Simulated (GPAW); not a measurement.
Consider ZnSe (zinc-blende (ZnS)1-x(ZnSe)x, x = 1, F-43m).

```xyz
16
Lattice="0.0000 5.6680 5.6680 5.6680 0.0000 5.6680 5.6680 5.6680 0.0000" Properties=species:S:1:pos:R:3 pbc="T T T"
Zn    0.0000    0.0000    0.0000
Se    1.4170    1.4170    1.4170
Zn    2.8340    2.8340    0.0000
Se    4.2510    4.2510    1.4170
Zn    2.8340    0.0000    2.8340
Se    4.2510    1.4170    4.2510
Zn    5.6680    2.8340    2.8340
Se    7.0850    4.2510    4.2510
Zn    0.0000    2.8340    2.8340
Se    1.4170    4.2510    4.2510
Zn    2.8340    5.6680    2.8340
Se    4.2510    7.0850    4.2510
Zn    8.5020    8.5020    5.6680
Se    4.2510    4.2510    7.0850
Zn    5.6680    5.6680    5.6680
Se    7.0850    7.0850    7.0850
```

Absorber: atom 1, with 4 Se at 2.45 Å (tetrahedral). Method: GPAW, PBE, excited-electron core hole (neutral cell), 16-atom cell with 8.0 Å between holes, 4×4×4 k points, dipole transitions, Gaussian full width 1.67 eV up to 4 eV, rising linearly to 3.5 eV at 25 eV.

**Question.** Where do the maxima of the Zn K edge fall?

Main maxima up to 28 eV above the zero (height): 5.0 eV (2.08), 8.6 eV (1.01), 12.6 eV (1.25) and 18.4 eV (0.86). A K edge sees empty p states on the absorber. The total-energy difference is 9692.52 eV. One term is added: -30.96 eV, since the hole is spin-paired here and a spin-polarised one costs that much less in the free atom (computed apart). The photon energy is then 9661.56 eV. The tabulated edge of the element is 9659 eV. The functional leaves an error of a few eV in such absolute values.

The Zn K spectrum (energy from the bottom of the conduction band, which holds the excited electron; intensity scaled to a mean of 1 over the first 20 eV):

```
E (eV)  intensity
  -2.0       0.00
  -1.5       0.00
  -1.0       0.00
  -0.5       0.00
   0.0       0.02
   0.5       0.07
   1.0       0.17
   1.5       0.35
   2.0       0.62
   2.5       0.90
   3.0       1.11
   3.5       1.29
   4.0       1.58
   4.5       1.92
   5.0       2.08
   5.5       1.90
   6.0       1.52
   6.5       1.16
   7.0       0.97
   7.5       0.93
   8.0       0.97
   8.5       1.01
   9.0       1.00
   9.5       0.94
  10.0       0.88
  10.5       0.88
  11.0       0.96
  11.5       1.08
  12.0       1.19
  12.5       1.25
  13.0       1.23
  13.5       1.16
  14.0       1.08
  14.5       0.99
  15.0       0.90
  15.5       0.83
  16.0       0.78
  16.5       0.76
  17.0       0.78
  17.5       0.82
  18.0       0.86
  18.5       0.86
  19.0       0.83
  19.5       0.78
  20.0       0.74
  20.5       0.73
  21.0       0.75
  21.5       0.78
  22.0       0.81
  22.5       0.84
  23.0       0.84
  23.5       0.84
  24.0       0.84
  24.5       0.84
  25.0       0.85
  25.5       0.87
  26.0       0.88
  26.5       0.90
  27.0       0.90
  27.5       0.91
  28.0       0.90
  28.5       0.90
  29.0       0.90
```

The script folds with a Gaussian, whereas the core hole's own line is a Lorentzian, so the onset is too steep and the first peak too high.

[Banner, clock and machine lines of the logs are left out without a mark of their own.]

[Logs are printed without paths, hosts, clocks, repeated set-up lines and the standing remarks that a program may print on its own settings, such as how far it seeks lower states.]

[Hosts, paths, dates, database ids (printed as entryN), source tags and the programs' standing remarks are cut or masked in the printed files.]

[Lists of maxima count a maximum above −3 eV only where it reaches 4 % of the highest in the window and stands out from its surroundings by 2 % of it (1.5 % where it reaches 55 %); shoulders and weaker maxima are passed over, and of the rest the first, up to two pre-edge ones and the few strongest are named.]
